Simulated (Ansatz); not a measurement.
A trial cell of P, before relaxation:

```xyz
3
Lattice="4.4040 0.0000 0.0000 0.0000 4.4040 0.0000 0.0000 0.0000 2.0574" Properties=species:S:1:pos:R:3 pbc="T T T"
P     0.0000    0.0000    0.0000
P     0.0000    2.2020    0.0000
P     2.2020    0.0000    0.0000
```

Method: DFT PBE, scalar-relativistic, plane waves, PAW in Ansatz 0.2.0. Cutoff 420 eV, Gaussian smearing, Γ-centred meshes. Cell and atoms relax first on a coarse mesh and then on a finer one. In between, the cell is made exact in the group found at 0.06 Å. In metals the finer mesh still leaves noise of several meV/atom or more. The steps can't lower the symmetry of their start. No spin polarisation.

A guess keeps its type if space group and coordination stay and the shape of the cell changes little (axis ratios within about 15 %, angles within 6°); the volume may change.

Q: Will the relaxed cell still be of the starting type?

A: It keeps its type. The symmetry stays P4/mmm (No. 123). The volume per atom grows by 34.0 %, from 13.3 to 17.8 Å³. The shortest distance goes from 2.06 Å (P–P) to 2.33 Å (P–P). The ratio c/a of the conventional cell changes by a factor of 1.04. Counting neighbours within 15 % of an atom's shortest distance, the start has P 4/6 and the end P 4/6.

The last run used a 10×10×20 mesh (in the run's order of axes) for its 3-atom cell and Gaussian smearing of 0.10 eV. Symmetry constrained the relaxation, so the result can be a saddle point.

In counts of neighbours, a slash parts the counts of unlike sites.
